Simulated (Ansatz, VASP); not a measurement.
CdS: VASP beside Ansatz

The input INCAR:

```
PREC     = Accurate       # precision mode
ENCUT    = 520            # plane-wave cutoff, eV
EDIFF    = 1E-6           # SCF threshold, eV
ISMEAR   = -1             # smearing method
SIGMA    = 0.02           # smearing width, eV
LREAL    = False          # projectors in reciprocal space
LASPH    = True           # aspherical terms in the spheres
NELM     = 80             # most SCF steps
ALGO     = Normal         # electronic algorithm
ISIF     = 2              # what is computed and relaxed
LWAVE    = False          # write WAVECAR
LCHARG   = False          # write CHGCAR
GGA      = PS             # functional
NBANDS   = 16             # bands
```

File KPOINTS:

```
regular mesh
0
Gamma
  7 7 7
```

The input POSCAR:

```
CdS
1.0
    0.0000000000      2.9624437910      2.9624437910
    2.9624437910      0.0000000000      2.9624437910
    2.9624437910      2.9624437910      0.0000000000
Cd S
1 1
Direct
    0.0000000000      0.0000000000      0.0000000000
    0.7500000000      0.7500000000      0.7500000000
```

Input for Ansatz:

```yaml
crystal:
  lattice:
    - [0.0, 2.962443791, 2.962443791]
    - [2.962443791, 0.0, 2.962443791]
    - [2.962443791, 2.962443791, 0.0]
  atoms:
    - { symbol: Cd, position: [0.0, 0.0, 0.0] }
    - { symbol: S, position: [0.75, 0.75, 0.75] }
kpoints:
  mp_grid: { grid: [7, 7, 7] }
  band_path:
    path:
      - [0.0, 0.0, 0.0]
      - [-0.5, -0.5, 0.0]
      - [-0.375, -0.375, 0.25]
      - [-0.375, 0.0, 0.375]
      - [0.0, 0.0, 0.0]
      - [0.0, 0.0, 0.5]
      - [-0.5, -0.25, 0.25]
      - [-0.5, -0.5, 0.0]
    npoints: 5
scf:
  occupations: { method: fermi_dirac, width: 0.02 }
hamiltonian:
  xc: pbesol
  pseudopotentials: { kind: all_electron, lapw: { basis_error: 0.0005 } }
output:
  forces: true
  stress: true
  eigenvalues: true
```

Change from the starting cell: volume scaled by 1.02.

Alike in both runs: task single point; functional PBEsol; k mesh 7 × 7 × 7; occupations fermi-dirac, width 0.02 eV; no spin polarisation.

|  | VASP | Ansatz |
| --- | --- | --- |
| version | VASP 6.6.1 | Ansatz 0.2.0 |
| potentials or method | VASP PAW PBE potentials, release 64 (Cd, S) | all-electron LAPW, scalar-relativistic |
| plane-wave cutoff (eV) | 520 | see its input |

```tsv
	VASP	Ansatz	Ansatz less VASP
gap on the k mesh at the Fermi level (eV)	0.91	0.91	-0.002
pressure (GPa)	-2.5	-2.8	-0.30
```

Ansatz ran all-electron here, so the differences hold the error of VASP's frozen core and of both bases.

Caveats: the PAW data sets were made with another functional, which shifts forces and pressure a little (VASP).
